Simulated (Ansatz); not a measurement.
# Ge: the cost of one run

Computed with Ansatz 0.2.0 (DFT PBE, scalar-relativistic, plane waves, PAW, unless a step's input says otherwise).

## 1. Starting point

Symmetry: R32, No. 155, trigonal system. The conventional cell has a = 7.986 Å, b = 7.986 Å, c = 9.512 Å, α = 90.00°, β = 90.00°, γ = 120.00°. Ge (site symmetry 1) is surrounded by 3 Ge at 2.29 to 2.32 Å. Around Ge (site symmetry 2) lie 4 Ge at 2.29 to 2.31 Å.

Structure file:

```
CELL_PARAMETERS angstrom
3.99286 2.30528 3.17070
-3.99286 2.30528 3.17070
0.00000 -4.61055 3.17070
ATOMIC_POSITIONS crystal
Ge 0.75126 0.82003 0.38824
Ge 0.38824 0.75126 0.82003
Ge 0.82003 0.38824 0.75126
Ge 0.61176 0.17997 0.24874
Ge 0.17997 0.24874 0.61176
Ge 0.24874 0.61176 0.17997
Ge 0.14605 0.85395 0.50000
Ge 0.50000 0.14605 0.85395
Ge 0.85395 0.50000 0.14605
```

The cell is invented: 3-, 4-connected net of one element (R32, No. 155). Lengths come from tabulated atomic sizes and are only a guess.

## 2. A first look at the guess

input.yaml reads:

```yaml
crystal:
  lattice:
    - [3.9928576, 2.30527741, 3.17069688]
    - [-3.9928576, 2.30527741, 3.17069688]
    - [0.0, -4.61055482, 3.17069688]
  atoms:
    - { symbol: Ge, position: [0.75126141, 0.82003198, 0.38823867] }
    - { symbol: Ge, position: [0.38823867, 0.75126141, 0.82003198] }
    - { symbol: Ge, position: [0.82003198, 0.38823867, 0.75126141] }
    - { symbol: Ge, position: [0.61176133, 0.17996802, 0.24873859] }
    - { symbol: Ge, position: [0.17996802, 0.24873859, 0.61176133] }
    - { symbol: Ge, position: [0.24873859, 0.61176133, 0.17996802] }
    - { symbol: Ge, position: [0.14605396, 0.85394604, 0.5] }
    - { symbol: Ge, position: [0.5, 0.14605396, 0.85394604] }
    - { symbol: Ge, position: [0.85394604, 0.5, 0.14605396] }
basis:
  ecutwfc: 420
kpoints:
  mp_grid: { grid: [3, 3, 3] }
hamiltonian:
  xc: pbe
scf:
  occupations: { method: gaussian, width: 0.1 }
  lower_state_search: "off"
output:
  forces: true
  stress: true
  eigenvalues: true
```

Command:

```sh
> ansatz run input.yaml --threads 1 --pin off --max-ram 2560MiB --backend cpu --events-out ev --progress --plain --runs-dir out
```

Q: Estimate wall time and peak memory on 1 thread of Arm Neoverse V1, shared host.

About 9.2 s, with a peak of 0.38 GiB.
